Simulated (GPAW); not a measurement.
Runs of GPAW 26.7.0 on BaTiO3. The structure is cubic, space group Pm-3m (No. 221). Conventional cell: a = 4.006 Å, b = 4.006 Å, c = 4.006 Å, α = 90.00°, β = 90.00°, γ = 90.00°. Around Ba (site symmetry m-3m) lie 12 O at 2.83 Å. Around Ti (site symmetry m-3m) lie 6 O at 2.00 Å. O (site symmetry 4/mmm) has 2 Ti at 2.00 Å as nearest neighbours. 

```csv
task,level,potentials or basis,U,k mesh,band path,band points,gap on the mesh (eV),pressure (GPa),V0 of scaled cells (Å³/atom),B0 (GPa)
band structure,PBEsol+U,"PAW data sets generated in the run's folder for this functional, pw",Ti d U = 3 eV,7 × 7 × 7,"GXMGRX,MR",80,(c),-1.8,-,-
equation of state,PBE,"GPAW PAW data sets (gpaw-data 1.2.1), pw",-,7 × 7 × 7,-,-,-,-,13.10,162
equation of state,LDA,"the program's PAW data sets (release 1.2.1) made for this functional, pw",-,7 × 7 × 7,-,-,-,-,12.31,194
band structure,PBEsol+U,"PAW data sets generated in the run's folder for this functional, pw",Ti d U = 2 eV,7 × 7 × 7,"GXMGRX,MR",80,(a),-2.3,-,-
band structure,PBEsol,"PAW data sets generated in the run's folder for this functional, pw",-,7 × 7 × 7,"GXMGRX,MR",80,1.79,-3.1,-,-
band structure,GLLB-SC,"the program's PAW data sets (release 1.2.1) made for this functional, pw",-,6 × 6 × 6,"GXMGRX,MR",80,(d),-,-,-
band structure,PBEsol+U,"PAW data sets generated in the run's folder for this functional, pw",Ti d U = 4 eV,7 × 7 × 7,"GXMGRX,MR",80,(b),-1.4,-,-
band structure,PBEsol+U,"PAW data sets generated in the run's folder for this functional, pw",Ti d U = 6 eV,7 × 7 × 7,"GXMGRX,MR",80,2.67,-0.4,-,-
```

Alike in all rows: no spin polarisation; cell as given; cutoff (eV) 800; smearing fermi-dirac 0.05 eV.

Question: Fill in the values left out.

Answer: (a) 2.05; (b) 2.35; (c) 2.20; (d) 3.71.

Caveats: spin-orbit coupling is left out, which moves the levels of the heavy elements (some runs); the GLLB-SC gap is the Kohn-Sham gap of the path plus the derivative discontinuity (some runs); a model potential gives levels but no total energy (some runs).

A k mesh can miss the band edges, and the runs leave out spin-orbit coupling on Ba.

Not every run made on this cell is shown here.
